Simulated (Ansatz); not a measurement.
**Every step of a relaxation of zincblende BN (110), 3 layers**

DFT, LDA, PAW with Ansatz's default frozen-core files, scalar-relativistic (Ansatz 0.2.0); a Γ-centred 10×7×1 k mesh, Fermi–Dirac smearing of 0.02 eV, no spin polarisation. The run relaxes the atoms in the fixed cell.

Command: `ansatz run input.yaml --threads 2 --pin off --max-ram 4096MiB --backend cpu --events-out ev --progress --plain --runs-dir out` It took 28 s on 2 threads of Arm Neoverse V1, with other jobs on the host, peak memory 0.38 GiB.

```yaml
crystal:
  lattice:
    - [2.5318878315, 0.0, 0.0]
    - [0.0, 3.5806301097, 0.0]
    - [0.0, 0.0, 18.5319]
  atoms:
    - { symbol: B, position: [0.25, 0.125, 0.4316883905] }
    - { symbol: "N", position: [0.75, 0.875, 0.4316883905] }
    - { symbol: B, position: [0.75, 0.625, 0.5] }
    - { symbol: "N", position: [0.25, 0.375, 0.5] }
    - { symbol: B, position: [0.25, 0.125, 0.5683116095] }
    - { symbol: "N", position: [0.75, 0.875, 0.5683116095] }
kpoints:
  mp_grid: { grid: [10, 7, 1] }
scf:
  occupations: { method: fermi_dirac, width: 0.02 }
hamiltonian:
  xc: lda
  pseudopotentials: { kind: paw }
output:
  forces: true
  stress: true
  eigenvalues: true
relax:
  f_tol: 0.01
  max_steps: 40
efield:
  axis: 3
  amplitude: 0
  dipole_correction: true
```

Each step lists its free energy a cell above the last geometry, and Cartesian positions (Å) with forces (eV/Å).

The first step:

```
step 1  dF = 1842.53 meV
  B 0.6330 0.4476 8.0000   0.0000 -5.2031 3.3003
  N 1.8989 3.1331 8.0000   0.0000 3.9208 -2.0338
  B 1.8989 2.2379 9.2660   0.0000 0.7025 -0.0004
  N 0.6330 1.3427 9.2660   0.0000 1.8613 0.0008
  B 0.6330 0.4476 10.5319   0.0000 -5.2028 -3.3007
  N 1.8989 3.1331 10.5319   0.0000 3.9213 2.0344
```

The PAW files were made under PBE. The cell is 1×1, so reconstructions are forbidden.

**Question.** Where does the relaxation end, and by which steps?

**Answer.** After 6 geometries, with a shortest distance of 1.442 Å. The further steps:
```
step 2  dF = 284.31 meV
  B 0.6330 0.3524 8.1471   0.0000 -2.1190 0.2252
  N 1.8989 3.1593 7.9674   0.0000 2.6152 0.0146
  B 1.8989 2.2991 9.2659   0.0000 -0.5321 0.0003
  N 0.6330 1.4194 9.2660   0.0000 -0.4605 -0.0004
  B 0.6330 0.3524 10.3848   0.0000 -2.1191 -0.2249
  N 1.8989 3.1593 10.5645   0.0000 2.6149 -0.0148
step 3  dF = 21.58 meV
  B 0.6330 0.3162 8.1757   0.0000 -0.5005 -0.2825
  N 1.8989 3.2117 7.9751   0.0000 0.4809 0.0953
  B 1.8989 2.2876 9.2660   0.0000 -0.5802 -0.0001
  N 0.6330 1.3985 9.2659   0.0000 0.6186 0.0001
  B 0.6330 0.3162 10.3562   0.0000 -0.5006 0.2824
  N 1.8989 3.2117 10.5568   0.0000 0.4810 -0.0952
step 4  dF = 1.48 meV
  B 0.6330 0.3068 8.1723   0.0000 -0.0296 -0.1121
  N 1.8989 3.2218 7.9772   0.0000 0.0966 0.0138
  B 1.8989 2.2765 9.2660   0.0000 -0.2065 0.0000
  N 0.6330 1.4083 9.2660   0.0000 0.0723 0.0000
  B 0.6330 0.3068 10.3596   0.0000 -0.0296 0.1122
  N 1.8989 3.2218 10.5547   0.0000 0.0966 -0.0138
step 5  dF = 0.10 meV
  B 0.6330 0.3071 8.1660   0.0000 -0.0180 0.0138
  N 1.8989 3.2253 7.9750   0.0000 -0.0150 0.0236
  B 1.8989 2.2693 9.2660   0.0000 0.0356 0.0000
  N 0.6330 1.4078 9.2660   0.0000 0.0303 0.0000
  B 0.6330 0.3071 10.3659   0.0000 -0.0180 -0.0138
  N 1.8989 3.2253 10.5569   0.0000 -0.0150 -0.0236
step 6  dF = 0.00 meV
  B 0.6330 0.3066 8.1671   0.0000 0.0012 0.0029
  N 1.8989 3.2247 7.9764   0.0000 -0.0004 -0.0022
  B 1.8989 2.2705 9.2659   0.0000 -0.0038 0.0000
  N 0.6330 1.4087 9.2660   0.0000 0.0025 -0.0001
  B 0.6330 0.3066 10.3648   0.0000 0.0012 -0.0028
  N 1.8989 3.2247 10.5555   0.0000 -0.0004 0.0021
```
